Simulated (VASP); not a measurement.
Li: single point with revPBE

Crystal: Li.

```
Li
1.0
     1.55050    0.89518    7.58830
    -1.55050    0.89518    7.58830
     0.00000   -1.79036    7.58830
Li
3
Direct
  0.00000 0.00000 0.00000
  0.22200 0.22200 0.22200
  0.77800 0.77800 0.77800
```

This isn't the form of Li at room conditions, which is bcc.

```json
{
  "Program": "VASP 6.6.1",
  "Task": "single point",
  "Functional": "revPBE",
  "Potentials or basis": "VASP PAW PBE potentials, release 64 (Li_sv)",
  "Cutoff": "520 eV",
  "k mesh": "6 × 6 × 6, shifted",
  "Occupations": "gaussian, width 0.011 eV",
  "Spin": "no spin polarisation",
  "Dipole correction": "no",
  "Further INCAR settings": "ALGO = Normal; EDIFF = 1e-07; NBANDS = 12"
}
```

- Largest force: 0.012 eV/Å
- Band gap on the k mesh: none (metal or under the smearing width)

Forces on the atoms (eV/Å):
```
Li   0.000  0.000  0.000
Li   0.000  0.000  0.012
Li   0.000  0.000 -0.012
```

Levels at points of the mesh, in eV from the Fermi level:
```tsv
k point	band 1	band 2	band 3	band 4	band 5	band 6	band 7	band 8	band 9	band 10
(-0.05, -0.07, 0.00)	-46.78	-46.77	-46.76	-3.49	-1.70	-1.38	5.22	5.93	11.86	11.87
```

Wall time 15 min on 1 thread of AMD EPYC 7R43 64-Core Processor (Zen 3), with other jobs on the host, peak memory 0.47 GiB.

Caveat: the k mesh is coarse (spacing up to 0.39 Å⁻¹), so the values aren't converged; the PAW data sets were made with another functional, which shifts forces and pressure a little.
